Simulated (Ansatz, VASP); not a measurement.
One calculation of Cd2Se, two programs

```
Cd Se
1.0
     4.05895    0.00000    0.00000
     0.00000    4.05895    0.00000
     0.00000    0.00000    9.35828
Cd Se
4 2
Direct
  0.00000 0.00000 0.00000
  0.50000 0.50000 0.00000
  0.00000 0.50000 0.37372
  0.50000 0.00000 0.62628
  0.00000 0.50000 0.67302
  0.50000 0.00000 0.32698
```

Alike in both runs: functional PBE; k mesh 4 × 4 × 4; occupations gaussian, width 0.1 eV; no spin polarisation.

Ansatz relaxed the structure, and its values are those at the end. VASP's run is a single point on that final structure, the one shown.

|  | VASP | Ansatz |
| --- | --- | --- |
| version | VASP 6.6.1 | Ansatz 0.2.0 |
| potentials or method | VASP PAW PBE potentials, release 64 (Cd, Se) | scalar-relativistic, plane waves, PAW |
| plane-wave cutoff (eV) | 520 | 420 |
| valence electrons in the cell | 60 | 112 |

```tsv
	VASP	Ansatz	Ansatz less VASP
gap on the k mesh at the Fermi level (eV)	none	none	-
pressure (GPa)	0.3	0.0	-0.25
rms of the force components (eV/Å)	0.007	0.003	-0.0037
```

A gap of «none» marks a metal or a gap that the smearing closes. With one functional, cell and mesh, what is left measures potentials, basis and numerics. The two sets of potentials don't hold the same shells in valence.

Caveats: the k mesh is coarse (spacing up to 0.39 Å⁻¹), so the values aren't converged.
